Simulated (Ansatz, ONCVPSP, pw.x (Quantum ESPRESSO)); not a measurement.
## What a changed setting does to a pw.x run (fcc Hf)

Potential: optimised norm-conserving Vanderbilt (ONCV), ONCVPSP 4.0.1.1 (patched build), PBE; core [Xe] 4f14, reference 5d2 6s2; waves: 6s: rc 3.72 bohr, ncon 4, nbas 7, qcut 2.4 1/bohr, 3 projectors, debl 2.4 Ha; p scattering state at 0.45 Ha: rc 3.84 bohr, ncon 5, nbas 8, qcut 2.3 1/bohr, 3 projectors, debl 3.5 Ha; 5d: rc 2.14 bohr, ncon 4, nbas 7, qcut 5.5 1/bohr, 2 projectors, debl 2.7 Ha; local part: polynomial inside 2.10 bohr (lpopt 5, dvloc0 6 Ha); core correction: none. In the p channel the program set the typed energies aside and used 0.050, 3.550, 7.050 Ha.

The reference run (k-mesh 13³, cutoffs 35/140 Ry, Fermi–Dirac 0.01 Ry, mixing_beta 0.4, conv_thr 1e-9, no spin) gives 0.43 GPa at 22.681 Å³/atom, where all-electron LAPW gives -0.23 GPa. This run, with its own iteration cap, changes degauss to 0.02.

```
&control
  calculation='scf', prefix='x', pseudo_dir='./', outdir='./tmp', tstress=.true., disk_io='none'
/
&system
  ibrav=0, nat=1, ntyp=1, ecutwfc=35, ecutrho=140, nbnd=9,
  occupations='smearing', smearing='fd', degauss=0.02
/
&electrons
  conv_thr=1e-09, mixing_beta=0.4, electron_maxstep=50
/
ATOMIC_SPECIES
Hf 1.0 Hf.UPF
CELL_PARAMETERS angstrom
  0.00000000 2.24669474 2.24669474
  2.24669474 0.00000000 2.24669474
  2.24669474 2.24669474 0.00000000
ATOMIC_POSITIONS crystal
Hf 0.0000 0.0000 0.0000
K_POINTS automatic
13 13 13 0 0 0
```

```bash
pw.x < Hf.scf.in > Hf.scf.out
```

Problem. How does the run end?

Solution. It converges in 8 iterations; the free energy moves by -128.9 meV/atom and the pressure by +0.82 GPa. In a metal, with Fermi–Dirac smearing, F lies below its zero-width value by a term in the square of the width.

```
Message from routine setup:
     using ibrav=0 with symmetry is DISCOURAGED, use correct ibrav instead
     lattice parameter (alat)  =       6.0042  a.u.
     unit-cell volume          =     153.0590 (a.u.)^3
     number of electrons       =         4.00
     number of Kohn-Sham states=            9
     kinetic-energy cutoff     =      35.0000  Ry
     charge density cutoff     =     140.0000  Ry
     scf convergence threshold =      1.0E-09
     Exchange-correlation= PBE
     number of k points=    84  Fermi-Dirac smearing, width (Ry)=  0.0200
     iteration #  1     ecut=    35.00 Ry     beta= 0.40
     total energy              =      -6.07170889 Ry
     estimated scf accuracy    <       0.01504299 Ry
     iteration #  2     ecut=    35.00 Ry     beta= 0.40
     total energy              =      -6.07064789 Ry
     estimated scf accuracy    <       0.00423717 Ry
     iteration #  3     ecut=    35.00 Ry     beta= 0.40
     total energy              =      -6.07101936 Ry
     estimated scf accuracy    <       0.00004118 Ry
     iteration #  4     ecut=    35.00 Ry     beta= 0.40
     c_bands:  1 eigenvalues not converged
     c_bands:  1 eigenvalues not converged
     c_bands:  1 eigenvalues not converged
     total energy              =      -6.07103793 Ry
     estimated scf accuracy    <       0.00000859 Ry
     iteration #  5     ecut=    35.00 Ry     beta= 0.40
     total energy              =      -6.07103947 Ry
     estimated scf accuracy    <       0.00000096 Ry
     iteration #  6     ecut=    35.00 Ry     beta= 0.40
     total energy              =      -6.07103965 Ry
     estimated scf accuracy    <          3.4E-09 Ry
     iteration #  7     ecut=    35.00 Ry     beta= 0.40
     total energy              =      -6.07103966 Ry
     estimated scf accuracy    <          5.7E-09 Ry
     iteration #  8     ecut=    35.00 Ry     beta= 0.40
     the Fermi energy is     8.6039 ev
!    total energy              =      -6.07103966 Ry
     estimated scf accuracy    <          2.5E-10 Ry
     smearing contrib. (-TS)   =      -0.02443123 Ry
     The total energy is F=E-TS. E is the sum of the following terms:
     one-electron contribution =       4.70236282 Ry
     hartree contribution      =       0.01135034 Ry
     xc contribution           =      -2.12112552 Ry
     ewald contribution        =      -8.63919608 Ry
     convergence has been achieved in   8 iterations
          total   stress  (Ry/bohr**3)                   (kbar)     P=       12.51
     Message from routine punch:
     Nothing written, as per user request (disk_io='none')
```

The run took about 11 s on one core of a shared host (Neoverse-N1, 64 threads, 124 GiB, load 59).
